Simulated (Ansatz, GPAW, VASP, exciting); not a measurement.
**ZnS: programs and potentials compared**

```
Zn S
1.0
     0.00000    2.70200    2.70200
     2.70200    0.00000    2.70200
     2.70200    2.70200    0.00000
Zn S
1 1
Direct
  0.75000 0.75000 0.75000
  0.00000 0.00000 0.00000
```

Alike in all runs: task band structure; functional PBE; k mesh 9 × 9 × 9; occupations fermi-dirac, width 0.05 eV; no spin polarisation; no spin-orbit coupling. Pressure is positive in compression and, in plane waves, holds the error of the finite cutoff, which Ansatz's Pulay term estimates and takes out. Gaps are the smaller of the mesh's and the band path's.

```tsv
program and potentials	plane-wave cutoff (eV)	notes	band gap (eV)	pressure (GPa)
Ansatz, Ansatz PAW	420	9 valence electrons an atom on average; Pulay term of +0.07 GPa included	2.11	1.60
Ansatz, all-electron LAPW, scalar-relativistic	-	-	2.11	1.61
VASP, PBE PAW files S, Zn, release 54, 500 eV	500	9 valence electrons an atom on average	2.11	1.77
GPAW, GPAW PAW data sets (gpaw-data 1.2.1)	600	9 valence electrons an atom on average	?	?
Ansatz, SPMS NC	816	13 valence electrons an atom on average; Pulay term of +0.03 GPa included	2.11	1.81
exciting, all-electron LAPW+lo, shipped species files, valence relativity iora*	-	-	2.11	-
```

Question: Estimate from the other rows what the run with GPAW, GPAW PAW data sets (gpaw-data 1.2.1) gave.

Answer: Band gap 2.10 eV; pressure 1.62 GPa. The other rows, which needn't bracket it: band gap 2.11; pressure 1.60 to 1.81.
